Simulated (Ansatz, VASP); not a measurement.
This is a calculation of Al for VASP 6.6.1.

The input INCAR:

```
ALGO = Normal
EDIFF = 1E-7
EDIFFG = -0.01
ENCUT = 600
GGA = RP
IBRION = 2
ISIF = 3
ISMEAR = -1
IVDW = 12
LASPH = T
LCHARG = F
LREAL = F
LWAVE = F
NELM = 100
NSW = 60
PREC = Accurate
SIGMA = 0.05
```

File KPOINTS:

```
k-points
0
Gamma
  11 11 11
```

POSCAR

```
Al
1.0
    0.0000000000      2.0248050000      2.0248050000
    2.0248050000      0.0000000000      2.0248050000
    2.0248050000      2.0248050000      0.0000000000
Al
1
Direct
    0.0000000000      0.0000000000      0.0000000000
```

Potentials or basis: VASP PAW PBE potentials, release 64 (Al).

Run with:

```console
$ cat potpaw_PBE.64/Al/POTCAR > POTCAR
$ mpirun -np 1 vasp_std > vasp.out
```

Question: Translate it to Ansatz 0.2.0. Potentials there: Ansatz PAW.

Answer: As run (the cutoff follows the program's own potentials):

The input input.yaml:

```yaml
crystal:
  lattice:
    - [0.0, 2.024805, 2.024805]
    - [2.024805, 0.0, 2.024805]
    - [2.024805, 2.024805, 0.0]
  atoms:
    - { symbol: Al, position: [0.0, 0.0, 0.0] }
hamiltonian:
  xc: rpbe
  pseudopotentials: { kind: paw }
  dispersion: d3bj
kpoints:
  mp_grid: { grid: [11, 11, 11] }
scf:
  occupations: { method: fermi_dirac, width: 0.05 }
output:
  forces: true
  stress: true
relax:
  f_tol: 0.01
  max_steps: 40
  cell: { stress_tol: 0.05 }
```

Potentials or basis: Ansatz PAW.

Launch:

```sh
$ ansatz run input.yaml --threads 2 --pin off --max-ram 5632MiB --backend cpu --events-out ev --progress --plain --runs-dir out
```

Both were run:

|  | VASP | Ansatz | Ansatz less VASP |
| --- | --- | --- | --- |
| relaxed volume (Å³/atom) | 13.48 | 13.50 | +0.021 |
| relaxed cell length with the largest relative difference (Å) | 2.671 | 2.673 | +0.0014 |
| energy change over the relaxation (meV/atom) | -226 | -221 | +5.0 |

Caveats: the volume moved by over 15 % at a fixed basis, so the end points are rough; the volume moved by -19 % from the deposited cell, more than functionals usually miss; the PAW data sets were made with another functional, which shifts forces and pressure a little (VASP); pairwise dispersion overbinds metals, which lowers pressure and volume (VASP); the plane-wave basis is chosen anew once the cell has moved, so the energies of steps on either side of that aren't comparable (Ansatz); the PAW data sets come from PBE, with cores solved anew for the run's functional, which leaves a small shift of forces and pressure (Ansatz).
